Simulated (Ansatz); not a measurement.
## Response of Rb to small distortions

```
Rb
1.0
    -2.80600    2.80600    2.80600
     2.80600   -2.80600    2.80600
     2.80600    2.80600   -2.80600
Rb
1
Direct
  0.00000 0.00000 0.00000
```

The structure is an experimental refinement, used without relaxation.

These are results of DFT, PBE, all-electron LAPW, scalar-relativistic in Ansatz 0.2.0, not measurements.

Numerical set-up: a Γ-centred 8×8×8 k mesh, Fermi–Dirac smearing of 0.05 eV, basis error target 1 meV/atom, no spin polarisation.

The unchanged cell is at 0.10 GPa.

In a metal, stresses and small energies carry noise from the k mesh.

x, y and z are the Cartesian axes of the cell as listed; fractional coordinates follow a strain, and an engineering shear is twice the off-diagonal strain component.

With z strained by -1 % at fixed volume: energy change under 1 meV/atom; stress change (xx, yy, zz, yz, xz, xy) 0.00, 0.00, 0.00, 0.00, 0.00, 0.00 GPa, compression positive.

With equal xy, yz and zx engineering shear strains of -3 %: energy change +1 meV/atom; stress change (xx, yy, zz, yz, xz, xy) 0.00, 0.00, 0.00, 0.04, 0.04, 0.04 GPa, compression positive.
